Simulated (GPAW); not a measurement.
Runs of GPAW 26.7.0 on MnO. Symmetry: Fm-3m, No. 225, cubic system. The conventional cell has a = 4.448 Å, b = 4.448 Å, c = 4.448 Å, α = 90.00°, β = 90.00°, γ = 90.00°. Mn (site symmetry m-3m) has 6 O at 2.22 Å as nearest neighbours. O (site symmetry m-3m) has 6 Mn at 2.22 Å as nearest neighbours. The cell is a database's computed one.

```tsv
task	level	potentials or basis	U	cell	k mesh	cutoff (eV)	smearing	band path	band points	random start of the orbitals	smearing order	optimizer	grid spacing	mesh quality	gap on the mesh (eV)	pressure (GPa)	moment (μB)	relaxed volume (Å³/atom)
hyperfine couplings	RPBE	the program's PAW data sets (release 1.2.1) made for this functional, fd	-	as given	10 × 10 × 10	-	fermi-dirac 0.05 eV	-	-	-	-	-	0.16 Å	not flagged	none	-	4.81	-
band structure	PBEsol+U	PAW data sets generated in the run's folder for this functional, pw	Mn d U = 4 eV	as given	10 × 10 × 10	800	fermi-dirac 0.05 eV	GXWKGLUWLK,UX	80	-	-	-	-	not flagged	-	3.5	5.00	-
electron localisation function	BP86	PAW data sets generated in the run's folder for this functional, pw	-	as given	5 × 5 × 5	680	methfessel-paxton 0.005 eV	-	-	yes	1	-	-	coarse	none	(c)	4.71	-
single point	PBE	GPAW PAW data sets (gpaw-data 1.2.1), pw	-	as given	10 × 10 × 10	800	fermi-dirac 0.05 eV	-	-	-	-	-	-	not flagged	none	1.4	4.77	-
band structure	PBEsol+U	PAW data sets generated in the run's folder for this functional, pw	Mn d U = 2 eV	as given	10 × 10 × 10	800	fermi-dirac 0.05 eV	GXWKGLUWLK,UX	80	-	-	-	-	not flagged	-	(a)	5.00	-
band structure	PBEsol+U	PAW data sets generated in the run's folder for this functional, pw	Mn d U = 6 eV	as given	10 × 10 × 10	800	fermi-dirac 0.05 eV	GXWKGLUWLK,UX	80	-	-	-	-	not flagged	0.57	4.9	5.00	-
band structure	PBEsol+U	PAW data sets generated in the run's folder for this functional, pw	Mn d U = 1 eV	as given	10 × 10 × 10	800	fermi-dirac 0.05 eV	GXWKGLUWLK,UX	80	-	-	-	-	not flagged	-	-0.4	4.93	-
relaxation of cell and atoms	PBEsol+D4	PAW data sets generated in the run's folder for this functional, pw	-	relaxed	9 × 9 × 9	800	fermi-dirac 0.05 eV	-	-	-	-	BFGS	-	not flagged	none	-0.1	4.59	10.44
band structure	PBE	GPAW PAW data sets (gpaw-data 1.2.1), pw	-	as given	7 × 7 × 7	800	fermi-dirac 0.05 eV	GXWKGLUWLK,UX	80	-	-	-	-	not flagged	-	-0.2	4.69	-
band structure	PBEsol+U	PAW data sets generated in the run's folder for this functional, pw	Mn d U = 3 eV	as given	10 × 10 × 10	800	fermi-dirac 0.05 eV	GXWKGLUWLK,UX	80	-	-	-	-	not flagged	-	2.7	5.00	-
relaxation of cell and atoms	PBEsol+D3	PAW data sets generated in the run's folder for this functional, pw	-	relaxed	9 × 9 × 9	800	fermi-dirac 0.05 eV	-	-	-	-	BFGS	-	not flagged	none	0.1	4.56	(b)
band structure	vdW-DF	GPAW PAW data sets (gpaw-data 1.2.1), pw	-	as given	7 × 7 × 7	800	fermi-dirac 0.05 eV	GXWKGLUWLK,UX	60	-	-	-	-	not flagged	-	-	4.72	-
```

Alike in all rows: spin collinear, ferromagnetic start.

Task: Fill in the values left out.

Result: (a) 1.9; (b) 10.31; (c) -0.7.

Caveats: some runs use coarse meshes; a cell with one magnetic atom can't hold antiferromagnetic order, which such compounds often take; semilocal functionals often make such compounds metallic where correlation or magnetic order opens a gap, which also shifts bond lengths (some runs); each step starts from the last one's moments, so a moment once lost doesn't come back (some runs); later steps reuse the first step's grids (some runs); pairwise dispersion overbinds metals, which lowers pressure and volume (some runs); the dipolar part lacks the spin inside other atoms' spheres (some runs).

A k mesh can miss the band edges.

A gap of «none» marks a metal or a gap under the smearing width.

Not every run made on this cell is shown here.
